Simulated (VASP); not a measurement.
Wanted: an ASE script for a VASP 6.6.1 run.

```
Task                   : band structure
Functional             : optB86b-vdW
Potentials or basis    : VASP PAW PBE potentials, release 64 (Cd, S)
Cutoff                 : 520 eV
k mesh                 : 8 × 8 × 8
Occupations            : gaussian, width 0.1 eV
Spin                   : no spin polarisation
Further INCAR settings : ALGO = Normal; EDIFF = 1.00e-07; NBANDS = 16; ISYM = 0
```

Crystal: CdS.

```
Cd S
1.0
     0.00000    2.75324    2.75324
     2.75324    0.00000    2.75324
     2.75324    2.75324    0.00000
Cd S
1 1
Direct
  0.00000 0.00000 0.00000
  0.50000 0.50000 0.50000
```

Measurements of this composition are mostly on another form, of space group No. 186.

These files were run (other wordings do the same):

run.py

```python
from ase.calculators.vasp import Vasp
from ase.dft.bandgap import bandgap
from ase.spacegroup import crystal

atoms = crystal(
    ['Cd', 'S'],
    basis=[[0.0, 0.0, 0.0], [0.5, 0.0, 0.0]],
    spacegroup=225,
    setting=1,
    cellpar=[5.506488, 5.506488, 5.506488, 90.0, 90.0, 90.0],
    primitive_cell=True,
)
calc = Vasp(
    directory='calc',
    xc='optb86b-vdw',
    pp='PBE',
    setups='recommended',
    prec='Accurate',
    encut=520,
    ediff=1e-07,
    ismear=0,
    sigma=0.1,
    lreal=False,
    lasph=True,
    nelm=80,
    algo='Normal',
    isif=2,
    lwave=False,
    lcharg=True,
    kpts=[8, 8, 8],
    gamma=True,
    nbands=16,
)
atoms.calc = calc

print('energy (eV):', atoms.get_potential_energy())
print('free energy (eV):', atoms.get_potential_energy(force_consistent=True))
efermi = calc.get_fermi_level()
print('Fermi level (eV):', efermi)
path = atoms.cell.bandpath(npoints=60, eps=1e-4)
print('path:', path.path)
calc.set(kpts=path.kpts, reciprocal=True, icharg=11, isym=0, lcharg=False)
calc.calculate(atoms)
print('gap on the path (eV):', bandgap(calc, efermi=efermi)[0])
print('direct gap on the path (eV):', bandgap(calc, efermi=efermi, direct=True)[0])
```

Potentials or basis: VASP PAW PBE potentials, release 64 (Cd, S).

The run is started by

```sh
$ python run.py
```

It gave:

The band gap along the path is 0.17 eV, indirect (least direct gap 1.47 eV).

Caveat: the log is that of the step along the path at fixed density, whose energy, stress, charges and moments have no meaning.

It took 46 s on 1 thread of AMD EPYC 9R45 96-Core Processor (Zen 5), with other jobs on the host, peak memory 0.34 GiB.
